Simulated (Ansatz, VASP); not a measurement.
**HfO2 in VASP and in Ansatz**

```
CELL_PARAMETERS angstrom
0.00000 2.52195 2.52195
2.52195 0.00000 2.52195
2.52195 2.52195 0.00000
ATOMIC_POSITIONS crystal
Hf 0.00000 0.00000 0.00000
O 0.25000 0.25000 0.25000
O 0.75000 0.75000 0.75000
```

Alike in both runs: functional PBEsol; k mesh 8 × 8 × 8; occupations gaussian, width 0.02 eV; no spin polarisation.

Ansatz relaxed the structure, and its values are those at the end. VASP's run is a single point on that final structure, the one shown.

```csv
,VASP,Ansatz
version,VASP 6.6.1,Ansatz 0.2.0
potentials or method,"VASP PAW PBE potentials, release 64 (Hf_pv, O)","scalar-relativistic, plane waves, PAW"
plane-wave cutoff (eV),520,420
valence electrons in the cell,22,38
```

```tsv
	VASP	Ansatz	Ansatz less VASP
gap on the k mesh at the Fermi level (eV)	3.71	3.69	-0.023
least direct gap on the mesh (eV)	3.71	3.69	-0.023
pressure (GPa)	-3.7	0.0	+3.72
```

The functional is the same, so the differences come from potentials, cutoffs and numerics. The two sets of potentials don't hold the same shells in valence.

Caveats: the PAW data sets were made with another functional, which shifts forces and pressure a little (VASP); spin-orbit coupling is left out, which moves the levels of the heavy elements. A k mesh can miss the band edges. As with any semilocal functional, this PBEsol gap is likely too small.
